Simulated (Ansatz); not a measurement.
Input of an Ansatz 0.2.0 run:

Contents of input.yaml:

```yaml
crystal:
  lattice:
    - [-1.443, 1.443, 1.443]
    - [1.443, -1.443, 1.443]
    - [1.443, 1.443, -1.443]
  atoms:
    - { symbol: Fe, position: [0.0, 0.0, 0.0], spin: 3.0 }
hamiltonian:
  xc: b3lyp
  pseudopotentials: { kind: paw }
magnetization:
  spin_polarized: true
kpoints:
  mp_grid: { grid: [7, 7, 7] }
scf:
  occupations: { method: fermi_dirac, width: 0.05 }
output:
  forces: true
  stress: true
  eigenvalues: true
```

Potentials or basis: Ansatz PAW.

The run is started by

```console
$ ansatz run input.yaml --threads 2 --pin off --max-ram 5632MiB --backend cpu --events-out ev --progress --plain --runs-dir out
```

**Question.** What does it give for the absolute moment?

**Answer.** 3.19 μB per cell.

**Question.** Predict the band gap on the k mesh.

**Answer.** None (metal or under the smearing width).

**Question.** What does it give for the site moments?

**Answer.** Fe +3.02 μB.

**Question.** What does it give for the pressure?

**Answer.** 9.5 GPa.

Caveat: the k mesh is coarse (spacing up to 0.44 Å⁻¹), so the values aren't converged, least of all with exact exchange; the magnetic or orbital state may not be the lowest; the PAW data sets come from PBE, with cores solved anew for the run's functional, which leaves a small shift of forces and pressure; the thresholds are loose for stress.
